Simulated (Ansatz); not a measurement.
# Pb (Fm-3m) in Ansatz: notebook

The runs below take Pb through single point, equation of state, with LDA.

Program: Ansatz 0.2.0. These are calculated values, not measurements. Logs are shortened: lines on timing, memory, paths and dates and some standing lists are left out, and cuts for length are marked.

### Step 1. The structure

It takes space group Fm-3m (No. 225, cubic). Conventional cell: a = 4.950 Å, b = 4.950 Å, c = 4.950 Å, α = 90.00°, β = 90.00°, γ = 90.00°. Pb (site symmetry m-3m) has 12 Pb at 3.50 Å as nearest neighbours.

### Step 2. Single point, LDA, 28.50 Å³/atom (volume scaled by 0.94)

input.yaml

```yaml
crystal:
  lattice:
    - [0.0, 2.4244952108, 2.4244952108]
    - [2.4244952108, 0.0, 2.4244952108]
    - [2.4244952108, 2.4244952108, 0.0]
  atoms:
    - { symbol: Pb, position: [0.0, 0.0, 0.0] }
kpoints:
  mp_grid: { grid: [9, 9, 9] }
scf:
  occupations: { method: fermi_dirac, width: 0.05 }
hamiltonian:
  xc: lda
  pseudopotentials: { kind: all_electron, lapw: { basis_error: 0.001 } }
output:
  forces: true
  stress: true
  eigenvalues: true
```

Potentials or basis: all-electron LAPW, scalar-relativistic.

Launch:

```console
ansatz run input.yaml --threads 1 --pin off --max-ram 3072MiB --backend cpu --events-out ev --progress --plain --runs-dir out
```

Log:

```text
Warning: RAYON_NUM_THREADS=1 ignored (pool sized by the plan → 1); use --threads N
LAPW: plane waves up to 6.538 Å⁻¹, error target 1.0e-3 eV per atom; small_component_spin mean_spin; Pb in spheres of 1.714 Å, 36 of its electrons in bands, Dirac shells [] (how accurate: hamiltonian.pseudopotentials.lapw.basis_error, Limitations)
Engine: ansatz 0.2.0, aarch64-unknown-linux-gnu
Pseudopotentials: kind: all_electron
Pseudopotential: Pb, LAPW, valence charge 36, lapw/all_electron/scalar/gaussian/Pb, Koelling and Harmon's equation, gaussian nucleus
Functional definition: SPW92
  exchange = slater_x
  correlation = pw_c
Crystal: 1 atoms, lattice volume = 28.503 Å³
Basis set: ecut = 162.83854989216678 eV, 137 PW (Γ), exchange–correlation at level 2
Bands: 22, of which v1, the nominal top of the filled ones, is band 18 counted from 1 (17 counted from 0)
Symmetry: 48 space group operations
Space group: Fm-3m (ITA 225), of the structure as read, at distance tolerance 3.1e-5 Å
k-points: 35 of 729
Non-local potential: Pb, projectors of the file, none
Initial density: superposition of atomic densities (chi_scale 0.1, normalization cell)
Initial wavefunctions: plane waves of lowest kinetic energy (no species holds an atomic orbital)
Functional: x = slater, c = lda
iter 1 solved again at ethr=5.87e-6 eV; its pass at ethr=1.00e-1 eV (dr2=2.11e-3 eV) is discarded
SCF iter   1: F=—  HF=-567762.796589 eV  |F-HF|=—  |Δ(HF+E_count)|=         —  Δρ=3.17e-3  dr2=2.13e-3  ethr=5.87e-6  ⟨swp⟩=3.9  Hψ=5212  notcnv=0
preconditioner: auto → none  [insulator: Δε(μ)=0.296 eV  Ē_g=19.984 eV  σ=0.050 eV  W_gap=0.51  n_scr=14 (ndim 8)  ℏωp=26.0 eV  f_vac=0.021  D(μ)=0.40/eV (n_scr^D=0)  ε∞_Penn≈2.7]
SCF iter   2: F=—  HF=-567762.781579 eV  |F-HF|=—  |Δ(HF+E_count)|=   1.50e-2  Δρ=1.31e-3  dr2=4.28e-4  ethr=5.87e-6  ⟨swp⟩=2.0  Hψ=2274  notcnv=0
SCF iter   3: F=—  HF=-567762.780692 eV  |F-HF|=—  |Δ(HF+E_count)|=   8.87e-4  Δρ=5.85e-4  dr2=8.73e-5  ethr=1.19e-6  ⟨swp⟩=2.0  Hψ=2271  notcnv=0
iter 4 solved again at ethr=1.01e-8 eV; its pass at ethr=2.43e-7 eV (dr2=3.65e-6 eV) is discarded
SCF iter   4: F=—  HF=-567762.780589 eV  |F-HF|=—  |Δ(HF+E_count)|=   1.03e-4  Δρ=1.12e-4  dr2=3.65e-6  ethr=1.01e-8  ⟨swp⟩=2.0  Hψ=3842  notcnv=0
SCF iter   5: F=-567762.780588 eV  HF=-567762.780588 eV  |F-HF|=8.15e-9  |Δ(HF+E_count)|=   1.12e-6  Δρ=1.53e-5  dr2=7.24e-8  ethr=1.01e-8  ⟨swp⟩=2.0  Hψ=2271  notcnv=0
SCF 1 converged in 5 iterations: F = -567762.780588 eV  dr2 = 7.24e-8
SCF converged after 5 iterations
Free energy (F): -567762.780588 eV
Harris-Foulkes:  -567762.780588 eV  (|F-HF|=8.15e-9)
Internal energy: -567762.777411 eV  (E = F + TS)
E sigma→0 (E₀):  -567762.778999 eV
Entropy (-TS):   -0.003177 eV (-3.177 meV/atom)
Fermi energy:    16.357589 eV
--- Per-component energies (eV) ---
  E_band       = -2166.213369
  E_kinetic    = 654433.412451
  E_xc         = -10274.526533
  E_electrostatic = -1211921.663330  (all electrons and nuclei)
  E_smearing   = -0.003177  (= −TS)
  E_closure    = 0.000000  (closes the sum)
  E_atoms      = -567758.508425  (free atoms, spherical and without spin; not in F)
  Σ components = -567762.780588   (vs F -567762.780588, Δ=0.00e0)
  Basis errors (estimates in eV, not in F): energy 2.0e-4 per atom: plane waves 2.0e-4 (1.0e-4 summed), levels above the bands 4.7e-104, relativity 9.4e-9, radial functions 3.0e-6, core shells 2.1e-9; eigenvalues (radial functions only) 1.6e-5; not estimated: angular momenta, meshes, grids; target (lapw.basis_error) 1.0e-3; muffin-tin radii Pb 1.714 Å
--- Forces (eV/Å), atoms counted from 1 ---
  atom   1  Pb    -0.00000000    -0.00000000     0.00000000
  max |Σ_I F_I| component: 6.57e-32 eV/Å
--- Stress (GPa, compression-positive) ---
        0.978167       0.000000       0.000000
        0.000000       0.978167      -0.000000
        0.000000      -0.000000       0.978167
  P = ⅓ Tr σ = 0.9782 GPa (9.782 kbar)
--- Band table (eV; the first three rows and the last of 35) ---
  k-point 0: bands = ["-123.1624", "-112.2922", "-112.2922", "-112.2922", "-112.2919", "-112.2919", "-112.2919", "-112.2916", "-64.8557", "-64.8557", "-64.8557", "-0.4908", "-0.4908", "-0.4908", "-0.3180", "-0.3180", "4.3101", "24.3670", "24.3670", "24.3670", "26.4079", "28.7523"]
  k-point 1: bands = ["-123.1624", "-112.2922", "-112.2922", "-112.2922", "-112.2919", "-112.2919", "-112.2919", "-112.2916", "-64.8563", "-64.8558", "-64.8558", "-0.4924", "-0.4709", "-0.4709", "-0.3184", "-0.3184", "4.5632", "21.8994", "24.0716", "24.0716", "26.1147", "29.5323"]
  k-point 2: bands = ["-123.1623", "-112.2922", "-112.2922", "-112.2922", "-112.2919", "-112.2919", "-112.2919", "-112.2916", "-64.8576", "-64.8561", "-64.8561", "-0.5018", "-0.4470", "-0.4470", "-0.2918", "-0.2918", "5.3248", "18.2504", "23.4346", "23.4346", "25.8716", "28.7445"]
  k-point 34: bands = ["-123.1623", "-112.2922", "-112.2922", "-112.2922", "-112.2919", "-112.2919", "-112.2919", "-112.2916", "-64.8591", "-64.8586", "-64.8575", "-0.4861", "-0.4691", "-0.3705", "-0.2561", "-0.1288", "9.7075", "14.5915", "15.5751", "17.3194", "27.2802", "28.2832"]
```

Run time: 3.4 s. Hardware: 1 thread of Arm Neoverse V1, shared host; peak memory 0.23 GiB.

What came out:

| Item | Value |
| --- | --- |
| Free energy | -567762.7806 eV |
| Pressure | 1.0 GPa |
| Band gap on the k mesh | none (metal or under the smearing width) |

### Step 3. Single point, LDA, 29.11 Å³/atom (volume scaled by 0.96)

Edit input.yaml of step 2 so:

```diff
@@ -2,5 +2,5 @@
   lattice:
-    - [0.0, 2.4244952108, 2.4244952108]
-    - [2.4244952108, 0.0, 2.4244952108]
-    - [2.4244952108, 2.4244952108, 0.0]
+    - [0.0, 2.4415696833, 2.4415696833]
+    - [2.4415696833, 0.0, 2.4415696833]
+    - [2.4415696833, 2.4415696833, 0.0]
   atoms:
```

Potentials or basis: all-electron LAPW, scalar-relativistic.

Launch:

```console
ansatz run input.yaml --threads 1 --pin off --max-ram 3072MiB --backend cpu --events-out ev --progress --plain --runs-dir out
```

Run time: 3.5 s. Hardware: 1 thread of Arm Neoverse V1, shared host; peak memory 0.23 GiB.

It converged, with:

```
Free energy            : -567762.7820 eV
Pressure               : -0.2 GPa
Band gap on the k mesh : none (metal or under the smearing width)
```

### Step 4. Single point, LDA, 29.72 Å³/atom (volume scaled by 0.98)

Edit input.yaml of step 3 so:

```diff
@@ -2,5 +2,5 @@
   lattice:
-    - [0.0, 2.4415696833, 2.4415696833]
-    - [2.4415696833, 0.0, 2.4415696833]
-    - [2.4415696833, 2.4415696833, 0.0]
+    - [0.0, 2.458408627, 2.458408627]
+    - [2.458408627, 0.0, 2.458408627]
+    - [2.458408627, 2.458408627, 0.0]
   atoms:
```

Launch:

```console
ansatz run input.yaml --threads 1 --pin off --max-ram 3072MiB --backend cpu --events-out ev --progress --plain --runs-dir out
```

It took 3 s on 1 thread of Arm Neoverse V1, shared host; peak memory 0.23 GiB.

The run converged. Its results:

- Free energy: -567762.7792 eV
- Pressure: -1.3 GPa
- Band gap on the k mesh: none (metal or under the smearing width)

### Step 5. Single point, LDA, 30.32 Å³/atom

Edit input.yaml of step 4 so:

```diff
@@ -2,5 +2,5 @@
   lattice:
-    - [0.0, 2.458408627, 2.458408627]
-    - [2.458408627, 0.0, 2.458408627]
-    - [2.458408627, 2.458408627, 0.0]
+    - [0.0, 2.47502, 2.47502]
+    - [2.47502, 0.0, 2.47502]
+    - [2.47502, 2.47502, 0.0]
   atoms:
```

Launch:

```console
ansatz run input.yaml --threads 1 --pin off --max-ram 3072MiB --backend cpu --events-out ev --progress --plain --runs-dir out
```

Run time: 3 s. Hardware: 1 thread of Arm Neoverse V1, shared host; peak memory 0.23 GiB.

Results (log left out):

```yaml
Free_energy: -567762.7727 eV
Pressure: -2.2 GPa
Band_gap_on_the_k_mesh: none (metal or under the smearing width)
```

### Step 6. Single point, LDA, 30.93 Å³/atom (volume scaled by 1.02)

Edit input.yaml of step 5 so:

```diff
@@ -2,5 +2,5 @@
   lattice:
-    - [0.0, 2.47502, 2.47502]
-    - [2.47502, 0.0, 2.47502]
-    - [2.47502, 2.47502, 0.0]
+    - [0.0, 2.4914113386, 2.4914113386]
+    - [2.4914113386, 0.0, 2.4914113386]
+    - [2.4914113386, 2.4914113386, 0.0]
   atoms:
```

Potentials or basis: all-electron LAPW, scalar-relativistic.

Launch:

```console
ansatz run input.yaml --threads 1 --pin off --max-ram 3072MiB --backend cpu --events-out ev --progress --plain --runs-dir out
```

Wall time 3.4 s (1 thread of Arm Neoverse V1, shared host); peak memory 0.23 GiB.

The run converged. Its results:

* Free energy: -567762.7630 eV
* Pressure: -3.0 GPa
* Band gap on the k mesh: none (metal or under the smearing width)

### Step 7. Single point, LDA, 31.54 Å³/atom (volume scaled by 1.04)

Edit input.yaml of step 6 so:

```diff
@@ -2,5 +2,5 @@
   lattice:
-    - [0.0, 2.4914113386, 2.4914113386]
-    - [2.4914113386, 0.0, 2.4914113386]
-    - [2.4914113386, 2.4914113386, 0.0]
+    - [0.0, 2.5075897876, 2.5075897876]
+    - [2.5075897876, 0.0, 2.5075897876]
+    - [2.5075897876, 2.5075897876, 0.0]
   atoms:
```

Launch:

```console
ansatz run input.yaml --threads 1 --pin off --max-ram 3072MiB --backend cpu --events-out ev --progress --plain --runs-dir out
```

It took 3.2 s on 1 thread of Arm Neoverse V1, shared host; peak memory 0.23 GiB.

It converged, with:

- Free energy: -567762.7504 eV
- Pressure: -3.6 GPa
- Band gap on the k mesh: none (metal or under the smearing width)

### Step 8. Single point, LDA, 32.14 Å³/atom (volume scaled by 1.06)

Edit input.yaml of step 7 so:

```diff
@@ -2,5 +2,5 @@
   lattice:
-    - [0.0, 2.5075897876, 2.5075897876]
-    - [2.5075897876, 0.0, 2.5075897876]
-    - [2.5075897876, 2.5075897876, 0.0]
+    - [0.0, 2.5235621278, 2.5235621278]
+    - [2.5235621278, 0.0, 2.5235621278]
+    - [2.5235621278, 2.5235621278, 0.0]
   atoms:
```

Launch:

```console
ansatz run input.yaml --threads 1 --pin off --max-ram 3072MiB --backend cpu --events-out ev --progress --plain --runs-dir out
```

Run time: 3.7 s. Hardware: 1 thread of Arm Neoverse V1, shared host; peak memory 0.23 GiB.

It converged, with:

```
Free energy            : -567762.7354 eV
Pressure               : -4.3 GPa
Band gap on the k mesh : none (metal or under the smearing width)
```

### Step 9. Equation of state, LDA

Potentials or basis: all-electron LAPW, scalar-relativistic.

No new run: the results of the series are fitted here.

What came out:

| Item | Value |
| --- | --- |
| Equilibrium volume | 29.00 Å³/atom |
| Bulk modulus | 55 GPa |
| Pressure derivative of the bulk modulus | 5.4 |

Energy against volume, from the lowest point:
| volume (Å³/atom) | energy (meV/atom) |
| --- | --- |
| 28.503 | 1.41 |
| 29.110 | 0.00 |
| 29.716 | 2.81 |
| 30.323 | 9.31 |
| 30.929 | 19.03 |
| 31.535 | 31.56 |
| 32.142 | 46.57 |

The run has no spin-orbit coupling, so splittings on Pb are missing.

### Step 10. Against experiment

Step 9. The cell as given is a measured one (30.32 Å³/atom); LDA puts the equilibrium volume -4.4 % from it, thermal expansion not counted.
